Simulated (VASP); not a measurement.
Crystal: Na2S.

```xyz
3
Lattice="0.0000 3.2516 3.2516 3.2516 0.0000 3.2516 3.2516 3.2516 0.0000" Properties=species:S:1:pos:R:3 pbc="T T T"
Na    1.6258    1.6258    1.6258
Na    4.8775    4.8775    4.8775
S     3.2516    3.2516    0.0000
```

The cell comes from a database or a generator and needn't be the stable form of this composition.

Base run:

- Program: VASP 6.6.1
- Functional: r2SCAN
- Potentials or basis: VASP PAW PBE potentials, release 64 (Na_pv, S)
- Cutoff: 520 eV
- k mesh: 8 × 8 × 8
- Occupations: gaussian, width 0.02 eV
- Spin: no spin polarisation

Its results: band gap on the k mesh 3.13 eV, direct; pressure 0.0 GPa.

Task: The run is repeated on the same cell with these changes: functional from r2SCAN to PBEsol; occupations from gaussian, width 0.02 eV to gaussian, width 0.5 eV. What comes out?

Result: Band gap on the k mesh 2.42 eV, direct; pressure 0.0 GPa.

Caveats: the PAW data sets were made with another functional, which shifts forces and pressure a little.

A k mesh can miss the band edges.

Not every run made on this cell is shown here.
